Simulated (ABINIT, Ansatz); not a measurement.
# CdS (Greenockite): bands and cutoff in G0W0 with ABINIT, part 2 of 2

Aim: raise bands and screening cutoff together for CdS (Greenockite) and follow gap and time.

ABINIT 10.8.3; PBE and many-body steps on it, plane waves. Known limits of the many-body steps: not at the basis limit; no spin-orbit coupling; coarse k mesh.

So far. Step 3 (Screening, 3×3×2 mesh, 70 bands, screening to 76.2 eV): Local fields lower ε∞ by 5 %. On a Γ-centred mesh this coarse the value itself is usually too large, while a short band sum pulls it down. Step 4 (70 bands, 76.2 eV): The gap on the mesh goes from 1.22 eV to 2.14 eV, a correction of +0.92 eV.

### 6. 171 bands, 141.5 eV

This step: G0W0 on PBE, plane waves, norm-conserving pseudopotentials.

run.abi

```
acell 3*1.0 Angstrom
rprim 
  4.137000000025 -0.000000000006 0.000000000000
  -2.068500000008 3.582747095481 0.000000000000
  0.000000000000 0.000000000000 6.714400000000
ntypat 2
znucl 48 16
natom 4
typat 1 1 2 2
xred 
  0.666666666667 0.333333333333 0.000000000000
  0.333333333333 0.666666666667 0.500000000000
  0.666666666667 0.333333333333 0.375000000000
  0.333333333333 0.666666666667 0.875000000000
pp_dirpath "pseudos"
pseudos "Cd.upf, S.upf"
ecut 47
ngkpt 3 3 2
nshiftk 1
shiftk 0 0 0
kptopt 1
chksymbreak 0
istwfk *1
occopt 1
irdwfk 1
optdriver 4
nband 171
gwcalctyp 0
ecutsigx 47
symsigma 1
nkptgw 1
kptgw 
  0.0000000000 0.0000000000 0.0000000000
bdgw 
  25 28
ecuteps 5.2
irdscr 1
ppmodel 1
indata_prefix "in"
outdata_prefix "out"
tmpdata_prefix "tmp"
```

Command:

```bash
$ OMP_NUM_THREADS=1 mpirun -n 4 abinit run.abi > log
```

Numbers of over 12 decimals in the logs are rounded to 6 here.

Log:

```text
.Version 10.8.3 of ABINIT. v10.8.2 released Aug 2026.

 Symmetries : space group P6_3 m c (#186); Bravais hP (primitive hexag.)
[... echo of the input left out ...]
== DATASET  1 ==================================================================
-   mpi_nproc: 4, omp_nthreads: 1 (-1 if OMP is not activated)

--- !DatasetInfo
iteration_state: {dtset: 1, }
dimensions: {natom: 4, nkpt: 6, mband: 171, nsppol: 1, nspinor: 1, nspden: 1, mpw: 10374, }
cutoff_energies: {ecut:  47.0, pawecutdg:  -1.0, }
electrons: {nelect:   5.20000000E+01, charge:   0.00000000E+00, occopt:   1.00000000E+00, tsmear:   1.00000000E-02, }

 SIGMA: Calculation of the GW corrections

 Based on a program developped by R.W. Godby, V. Olevano, G. Onida, and L. Reining.
 Incorporated in ABINIT by V. Olevano, G.-M. Rignanese, and M. Torrent.
.Using double precision arithmetic ; gwpc =  8

[... cell and pseudopotentials left out ...]
--------------------------------------------------------------------------------

 ==== K-mesh for the wavefunctions ====
 Number of points in the irreducible wedge :     6
[... list of points left out ...]
 Together with 12 symmetry operations and time-reversal symmetry
 yields    18 points in the full Brillouin Zone.

 ==== Q-mesh for screening function ====
 Number of points in the irreducible wedge :     6
[... list of points left out ...]
 Together with 12 symmetry operations and time-reversal symmetry
 yields    18 points in the full Brillouin Zone.

 vcoul_init : cutoff-mode = AUXILIARY_FUNCTION
 q-points for optical limit:   1
     1)      0.000010    0.000020    0.000030
 setmesh: FFT mesh size selected  =    45x   45x   80
          total number of points  =       162000

 Number of electrons calculated from density =   52.0000; Expected =   52.0000
[...]
number of k-points in IBZ                           6
 number of q-points in IBZ                           6
 number of symmetry operations                      12
 number of k-points in BZ                           18
 number of q-points in BZ                           18
 number of frequencies for dSigma/dE                 9
 frequency step for dSigma/dE [eV]                0.25
 number of omega for Sigma on real axis              0
 max omega for Sigma on real axis  [eV]           0.00
 zcut for avoiding poles [eV]                     0.10

 EPSILON^-1 parameters (SCR file):
 dimension of the eps^-1 matrix on file            379
 dimension of the eps^-1 matrix used               379
 number of plane-waves for wavefunctions         10251
 number of bands                                   171
 number of q-points in IBZ                           6
 number of frequencies                               2
 number of real frequencies                          1
 number of imag frequencies                          1

 matrix elements of self-energy operator (all in [eV])

 Perturbative Calculation

--- !SelfEnergy_ee
iteration_state: {dtset: 1, }
kpoint     : [   0.000,    0.000,    0.000, ]
spin       : 1
KS_gap     :    1.219
QP_gap     :    2.067
Delta_QP_KS:    0.848
data: !SigmaeeData |
     Band     E0 <VxcDFT>   SigX SigC(E0)      Z dSigC/dE  Sig(E)    E-E0       E
       25   4.328 -15.356 -18.331   2.328   0.780  -0.282 -15.861  -0.505   3.823
       26   4.328 -15.356 -18.331   2.328   0.780  -0.282 -15.861  -0.505   3.823
       27   5.547 -10.669  -6.558  -3.689   0.814  -0.229 -10.326   0.343   5.890
       28   7.132 -11.029  -6.546  -3.914   0.815  -0.227 -10.565   0.464   7.596

== END DATASET(S) ==============================================================
================================================================================

 -outvars: echo values of variables after computation  --------
           etotal      0.0000000000E+00
            nband         171
             nkpt           6
          spgroup         186
 [... the other variables as echoed above ...]

 Calculation completed.
```

Run time: 25 s. Hardware: 4 MPI ranks of Intel Xeon Platinum 8259CL at 2.50GHz (Skylake/Cascade Lake), shared host; peak memory 1.4 GiB; 99 s of CPU time.

Numbers from this step:

- G0W0 gap on the points computed: 2.067 eV
- starting gap on the mesh: 1.219 eV
- k of the valence top: 0, 0, 0
- k of the conduction bottom: 0, 0, 0
- Z at the valence top: 0.78
- Z at the conduction bottom: 0.814
- least direct G0W0 gap on the computed points: 2.067 eV

Against G0W0 in ABINIT (3×3×2 mesh, 70 bands, screening to 76.2 eV, Godby-Needs plasmon pole), the gap moves by −0.072 eV.

### 7. Screening, 3×3×2 mesh, 382 bands, screening to 217.7 eV

This step: RPA screening on PBE, plane waves, norm-conserving pseudopotentials.

Changes to run.abi since step 6:

```diff
@@ -25,15 +25,8 @@
 irdwfk 1
-optdriver 4
-nband 171
-gwcalctyp 0
-ecutsigx 47
-symsigma 1
-nkptgw 1
-kptgw 
-  0.0000000000 0.0000000000 0.0000000000
-bdgw 
-  25 28
-ecuteps 5.2
-irdscr 1
-ppmodel 1
+optdriver 3
+nband 382
+ecuteps 8
+inclvkb 2
+awtr 1
+symchi 1
 indata_prefix "in"
```

Log:

```text
.Version 10.8.3 of ABINIT. v10.8.2 released Aug 2026.

 Symmetries : space group P6_3 m c (#186); Bravais hP (primitive hexag.)
[... echo of the input left out ...]
== DATASET  1 ==================================================================
-   mpi_nproc: 4, omp_nthreads: 1 (-1 if OMP is not activated)

--- !DatasetInfo
iteration_state: {dtset: 1, }
dimensions: {natom: 4, nkpt: 6, mband: 382, nsppol: 1, nspinor: 1, nspden: 1, mpw: 10374, }
cutoff_energies: {ecut:  47.0, pawecutdg:  -1.0, }
[...]
--------------------------------------------------------------------------------
[... chi0 elements left out ...]
 For q-point:  0.000010 0.000020 0.000030
  dielectric constant =  13.1660
  dielectric constant without local fields =  13.9634

  Average fulfillment of the sum rule on Im[epsilon] for q-point    1 :     81.58  [%]
[... wings left out ...]
  q-point number  2        q = ( 0.333333, 0.000000, 0.000000) [r.l.u.]
--------------------------------------------------------------------------------
[... chi0 elements left out ...]
  Average fulfillment of the sum rule on Im[epsilon] for q-point    2 :     84.32  [%]

 [... 4 further q-points ...]
```

Run time: 13 min. Hardware: 4 MPI ranks; peak memory 3.2 GiB.

Numbers from this step:

| Property | Result |
| --- | --- |
| ε∞ with local fields, on this mesh, along the program's q direction | 13.17 |
| the same without local fields | 13.96 |
| plasma frequency | 26.84 eV |
| plane waves in the screening matrix | 713 |

### 8. 382 bands, 217.7 eV

This step: G0W0 on PBE, plane waves, norm-conserving pseudopotentials.

Changes to run.abi since step 7:

```diff
@@ -25,8 +25,15 @@
 irdwfk 1
-optdriver 3
+optdriver 4
 nband 382
+gwcalctyp 0
+ecutsigx 47
+symsigma 1
+nkptgw 1
+kptgw 
+  0.0000000000 0.0000000000 0.0000000000
+bdgw 
+  25 28
 ecuteps 8
-inclvkb 2
-awtr 1
-symchi 1
+irdscr 1
+ppmodel 1
 indata_prefix "in"
```

Log:

```text
.Version 10.8.3 of ABINIT. v10.8.2 released Aug 2026.

 Symmetries : space group P6_3 m c (#186); Bravais hP (primitive hexag.)
[... echo of the input left out ...]
== DATASET  1 ==================================================================
-   mpi_nproc: 4, omp_nthreads: 1 (-1 if OMP is not activated)

--- !DatasetInfo
iteration_state: {dtset: 1, }
dimensions: {natom: 4, nkpt: 6, mband: 382, nsppol: 1, nspinor: 1, nspden: 1, mpw: 10374, }
cutoff_energies: {ecut:  47.0, pawecutdg:  -1.0, }
[...]
26   4.328 -15.356 -18.331   1.992   0.778  -0.285 -16.121  -0.765   3.563
       27   5.547 -10.669  -6.558  -3.927   0.812  -0.231 -10.520   0.149   5.696
       28   7.132 -11.029  -6.546  -4.166   0.814  -0.229 -10.771   0.258   7.390

== END DATASET(S) ==============================================================
================================================================================

 -outvars: echo values of variables after computation  --------
           etotal      0.0000000000E+00
            nband         382
             nkpt           6
          spgroup         186
 [... the other variables as echoed above ...]

 Calculation completed.
```

The job ended after 1.7 min (4 MPI ranks; peak memory 3.4 GiB; 6.9 min of CPU time).

This step gave:

```
G0W0 gap on the points computed              : 2.133 eV
starting gap on the mesh                     : 1.219 eV
k of the valence top                         : 0, 0, 0
k of the conduction bottom                   : 0, 0, 0
least direct G0W0 gap on the computed points : 2.133 eV
```

Against G0W0 in ABINIT (3×3×2 mesh, 171 bands, screening to 141.5 eV, Godby-Needs plasmon pole), the gap moves by +0.066 eV.

### 9. The runs together

Times are wall times on 4 MPI ranks of Intel Xeon Platinum 8259CL at 2.50GHz (Skylake/Cascade Lake), shared host, good to a factor of about two. A run's time includes the screening step that it read.

```csv
run,mesh,bands,screening cutoff (eV),DFT gap (eV),gap on the mesh (eV),direct (eV),ε∞ used,time
"70 bands, 76.2 eV",3×3×2,70,76.2,1.219,2.139,2.139,13.14,52 s
"171 bands, 141.5 eV",3×3×2,171,141.5,1.219,2.067,2.067,13.17,4 min
"382 bands, 217.7 eV",3×3×2,382,217.7,1.219,2.133,2.133,13.17,14 min
```

### 10. Summary of results

```yaml
70_bands_76p2_ev: 2.139 eV
171_bands_141p5_ev: 2.067 eV
382_bands_217p7_ev: 2.133 eV
known_limits: not at the basis limit; no spin-orbit coupling; coarse k mesh
```

What this shows: From the first rung to the last the gap moves by −0.01 eV for 16 times the time. The gap turns back along the series, so no limit is drawn from it. In the G0W0 runs levels were corrected at 1 k point alone, so a gap called «on the mesh» is the least over those, and an edge elsewhere would be missed. The 3×3×2 mesh is coarse for this cell, which bears on the long-range parts of exchange and screening. The many-body steps are scalar-relativistic: spin-orbit coupling is not in them.

[Paths, hosts, dates, memory and timing lines, banners, echoed tables and standing remarks are left out of the program output.]

[Logs are printed without paths, hosts, clocks, repeated set-up lines and the standing remarks that a program may print on its own settings, such as how far it seeks lower states.]

[Runs of the session that timed out or met a known fault of the program may be left out.]

[Hosts, paths, dates, database ids (printed as entryN), source tags and the programs' standing remarks are cut or masked in the printed files.]

[G0W0 gaps are taken among the corrected bands and points alone; a level outside them can change the order at an edge.]

[Where Ansatz stands beside ABINIT at settings called matched, ABINIT's density can come from a denser mesh and the files from another edition; pairs whose starting gaps differed by over 0.03 eV were left out, so agreement reads better than it is.]
